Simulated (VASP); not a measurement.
# Al₂Pt: convergence, equation of state

Al₂Pt, Fm-3m (no. 225), 3 atoms in the cell. PBE; PAW potentials Pt, Al (PBE set). VASP 6.6.1.

Wanted: equilibrium volume within 0.2 %; bulk modulus within 1 %.

What the run is for: equation of state; Accuracy asked: standard.

The series start from Plane-wave cutoff (eV): 310; Smearing width (eV): 0.03; k-point mesh: 11 × 11 × 11; Volumes: 5 from 0.92 to 1.08; Precision mode (PREC): Accurate; Electronic threshold (eV): 1e-6; Aspherical gradient terms in the spheres (LASPH): yes; Start of each volume: each volume from scratch. Each series keeps the choices made before it, and each single choice may use up half of a tolerance. Times cover all steps of a run.

## Plane-wave cutoff (eV)

| Plane-wave cutoff (eV) | Equilibrium volume (Å³/atom) | Bulk modulus (GPa) | Time (s) |
|---|---|---|---|
| 190 | 17.51 | 134.7 | 56 |
| 240 | 17.54 | 128.2 | 80 |
| 280 | 17.53 | 128.6 | 81 |
| 310 | 17.52 | 129.3 | 104 |
| 360 | 17.51 | 129 | 111 |
| 420 | 17.51 | 129 | 126 |
| 500 | 17.51 | 129 | 141 |
| 620 (reference) | 17.51 | 129 | 157 |

Chosen: 310, the loosest value from which every tighter one stays within half of the tolerance.

## Smearing width (eV)

| Smearing width (eV) | Equilibrium volume (Å³/atom) | Bulk modulus (GPa) | Time (s) |
|---|---|---|---|
| 0.15 | 17.52 | 129.9 | 62 |
| 0.1 | 17.52 | 129.8 | 83 |
| 0.07 | 17.52 | 129.7 | 75 |
| 0.05 | 17.52 | 129.5 | 62 |
| 0.03 | 17.52 | 129.3 | 104 |
| 0.02 (reference) | 17.52 | 129.1 | 64 |

Chosen: 0.07.

## k-point mesh

| k-point mesh | Equilibrium volume (Å³/atom) | Bulk modulus (GPa) | Time (s) |
|---|---|---|---|
| 4 × 4 × 4 | 17.57 | 128.3 | 23 |
| 5 × 5 × 5 | 17.56 | 125 | 24 |
| 6 × 6 × 6 | 17.51 | 130.8 | 28 |
| 7 × 7 × 7 | 17.52 | 129.8 | 29 |
| 9 × 9 × 9 | 17.51 | 130.6 | 42 |
| 11 × 11 × 11 | 17.52 | 129.7 | 75 |
| 13 × 13 × 13 (reference) | 17.51 | 129.6 | 74 |

Chosen: 11 × 11 × 11.

## Volumes

| Volumes | Equilibrium volume (Å³/atom) | Bulk modulus (GPa) | Time (s) |
|---|---|---|---|
| 5 from 0.88 to 1.12 | 17.52 | 129.3 | 52 |
| 5 from 0.92 to 1.08 | 17.52 | 129.7 | 75 |
| 7 from 0.91 to 1.09 (reference) | 17.52 | 129.5 | 76 |

Chosen: 5 from 0.88 to 1.12.

## Precision mode (PREC)

| Precision mode (PREC) | Equilibrium volume (Å³/atom) | Bulk modulus (GPa) | Time (s) |
|---|---|---|---|
| SingleN | 17.55 | 136.3 | 31 |
| Normal | 17.52 | 129.4 | 35 |
| Accurate (reference) | 17.52 | 129.3 | 52 |

Chosen: Normal.

## Electronic threshold (eV)

| Electronic threshold (eV) | Equilibrium volume (Å³/atom) | Bulk modulus (GPa) | Time (s) |
|---|---|---|---|
| 0.001 | 17.52 | 129.4 | 25 |
| 0.0001 | 17.52 | 129.4 | 30 |
| 1e-5 | 17.52 | 129.4 | 34 |
| 1e-6 | 17.52 | 129.4 | 35 |
| 1e-7 (reference) | 17.52 | 129.4 | 36 |

Chosen: 0.001.

## Aspherical gradient terms in the spheres (LASPH)

| Aspherical gradient terms in the spheres (LASPH) | Equilibrium volume (Å³/atom) | Bulk modulus (GPa) | Time (s) |
|---|---|---|---|
| no | 17.52 | 129.4 | 21 |
| yes (reference) | 17.52 | 129.4 | 25 |

Chosen: no.

## Start of each volume

| Start of each volume | Equilibrium volume (Å³/atom) | Bulk modulus (GPa) | Time (s) |
|---|---|---|---|
| each volume from scratch | 17.52 | 129.4 | 21 |
| orbitals of the volume before (WAVECAR) | 17.52 | 129.4 | 16 |

Chosen: orbitals of the volume before (WAVECAR); it saves 4.8 s of 21, so each volume from scratch would do nearly as well.

## All choices together

| Input | Equilibrium volume (Å³/atom) | Bulk modulus (GPa) | Time (s) |
|---|---|---|---|
| the program's defaults (naive) | 17.6 | 128.8 | 10 |
| chosen settings | 17.52 | 129.4 | 16 |
| reference settings throughout | 17.5 | 129.2 | 295 |

The tolerance is met.

## The input

INCAR:
```
ALGO = Normal
EDIFF = 0.001
ENCUT = 310
GGA = PE
GGA_COMPAT = F
ISIF = 2
ISMEAR = -1
KPAR = 2
LASPH = F
LCHARG = F
LREAL = F
LWAVE = T
NELM = 120
NSW = 0
PREC = Normal
SIGMA = 0.07
```

KPOINTS:
```
Automatic mesh
0
Gamma
  11 11 11
  0 0 0
```

POSCAR.step1:
```
Al2Pt
1.0
    0.0000000000      2.8317291355      2.8317291355
    2.8317291355      0.0000000000      2.8317291355
    2.8317291355      2.8317291355      0.0000000000
Pt Al
1 2
Direct
    0.0000000000      0.0000000000      0.0000000000
    0.7500000000      0.7500000000      0.7500000000
    0.2500000000      0.2500000000      0.2500000000
```

POSCAR.step2:
```
Al2Pt
1.0
    0.0000000000      2.8946769513      2.8946769513
    2.8946769513      0.0000000000      2.8946769513
    2.8946769513      2.8946769513      0.0000000000
Pt Al
1 2
Direct
    0.0000000000      0.0000000000      0.0000000000
    0.7500000000      0.7500000000      0.7500000000
    0.2500000000      0.2500000000      0.2500000000
```

POSCAR.step3:
```
Al2Pt
1.0
    0.0000000000      2.9550000000      2.9550000000
    2.9550000000      0.0000000000      2.9550000000
    2.9550000000      2.9550000000      0.0000000000
Pt Al
1 2
Direct
    0.0000000000      0.0000000000      0.0000000000
    0.7500000000      0.7500000000      0.7500000000
    0.2500000000      0.2500000000      0.2500000000
```

POSCAR.step4:
```
Al2Pt
1.0
    0.0000000000      3.0129558903      3.0129558903
    3.0129558903      0.0000000000      3.0129558903
    3.0129558903      3.0129558903      0.0000000000
Pt Al
1 2
Direct
    0.0000000000      0.0000000000      0.0000000000
    0.7500000000      0.7500000000      0.7500000000
    0.2500000000      0.2500000000      0.2500000000
```

POSCAR.step5:
```
Al2Pt
1.0
    0.0000000000      3.0687640142      3.0687640142
    3.0687640142      0.0000000000      3.0687640142
    3.0687640142      3.0687640142      0.0000000000
Pt Al
1 2
Direct
    0.0000000000      0.0000000000      0.0000000000
    0.7500000000      0.7500000000      0.7500000000
    0.2500000000      0.2500000000      0.2500000000
```

Commands (each step's output is kept before the next begins):
```
cat potpaw_PBE.64/Pt/POTCAR potpaw_PBE.64/Al/POTCAR > POTCAR
cp POSCAR.step1 POSCAR
mpirun -np 2 vasp_std > vasp.out
cp POSCAR.step2 POSCAR
mpirun -np 2 vasp_std > vasp.out
cp POSCAR.step3 POSCAR
mpirun -np 2 vasp_std > vasp.out
cp POSCAR.step4 POSCAR
mpirun -np 2 vasp_std > vasp.out
cp POSCAR.step5 POSCAR
mpirun -np 2 vasp_std > vasp.out
```

The chosen input took VASP 6.6.1 16 s on 2 cores (AMD EPYC 7R43 (Zen 3)), a shared host.

## An input that fails: cutoff far too low

It runs to its end, but against the unchanged starting input it is off by 4.7 % in the equilibrium volume, 115 % in the bulk modulus.

Changes against the starting input:
```
(all steps)
- PREC = Accurate
- NELM = 120
- ENCUT = 310
+ PREC = Low
+ NELM = 79
+ ENCUT = 140
```
